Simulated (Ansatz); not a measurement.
SiNi2: relaxation of cell and atoms with PBE

The system is SiNi2.

```xyz
6
Lattice="3.8360 0.0000 0.0000 -1.9180 3.3221 0.0000 0.0000 0.0000 4.9480" Properties=species:S:1:pos:R:3 pbc="T T T"
Ni    1.9180    1.1074    3.7110
Ni    0.0000    2.2147    1.2370
Ni    0.0000    0.0000    2.4740
Ni    0.0000    0.0000    0.0000
Si    1.9180    1.1074    1.2370
Si    0.0000    2.2147    3.7110
```

* Program: Ansatz 0.2.0
* Task: relaxation of cell and atoms
* Functional: PBE
* Potentials or basis: Ansatz PAW
* Cutoff: 420 eV (not typed: the program's choice for these potentials)
* k mesh: 6 × 6 × 5
* Occupations: fermi-dirac, width 0.05 eV
* Spin: collinear spin, ferromagnetic start
* Starting moments: [1.0, 1.0, 1.0, 1.0, 0.0, 0.0] μB
* Target pressure: 20 GPa
* Target pressure (GPa): 20

```json
{
  "Relaxed volume": "10.16 Å³/atom",
  "Relaxed cell": "a = 3.818 Å, b = 3.818 Å, c = 4.826 Å, α = 90.00°, β = 90.00°, γ = 120.00°",
  "Space group after relaxing (to 0.05 Å)": "P6_3/mmc (No. 194)",
  "Energy change on relaxing (the enthalpy is what falls)": "+31.7 meV/atom",
  "Ionic steps": "5",
  "Pressure after relaxing": "20.0 GPa",
  "Band gap on the k mesh": "none (metal or under the smearing width)",
  "Net moment": "0.00 μB per cell",
  "Absolute moment": "0.00 μB per cell"
}
```

Step by step:
```tsv
step	energy change (eV)	largest force (eV/Å)	volume (Å³)
1	0.0000	0.0000	63.05
2	0.1049	0.0000	61.71
3	0.2017	0.0000	60.83
4	0.1895	0.0000	60.93
5	0.1904	0.0000	60.93
```

Final structure:
```
Ni Si
1.0
     3.81807    0.00000    0.00000
    -1.90904    3.30655    0.00000
     0.00000    0.00000    4.82641
Ni Si
4 2
Direct
  0.66667 0.33333 0.75000
  0.33333 0.66667 0.25000
  0.00000 0.00000 0.50000
  0.00000 0.00000 0.00000
  0.66667 0.33333 0.25000
  0.33333 0.66667 0.75000
```

Levels at points of the mesh, in eV from the Fermi level:
Spin up:
```tsv
k point	band 36	band 37	band 38	band 39	band 40	band 41	band 42	band 43	band 44	band 45
(0.00, 0.00, 0.00)	-1.34	-0.65	-0.65	0.21	2.78	2.78	2.94	3.01	3.01	3.40
(0.00, -0.50, 0.00)	-1.59	-1.40	-1.29	-1.08	-0.71	-0.56	1.42	1.97	3.17	3.99
```
Spin down:
```
            k point  band 37  band 38  band 39  band 40  band 41  band 42  band 43  band 44
 (0.00, 0.00, 0.00)    -0.65    -0.65     0.21     2.78     2.78     2.94     3.01     3.01
(0.00, -0.50, 0.00)    -1.40    -1.29    -1.08    -0.71    -0.56     1.42     1.97     3.17
```

Run time: 32 s on 2 threads of Arm Neoverse V2 (shared host), peak memory 0.43 GiB.

Caveat: the plane-wave basis is chosen anew once the cell has moved, so the energies of steps on either side of that aren't comparable; the starting moments weren't kept.
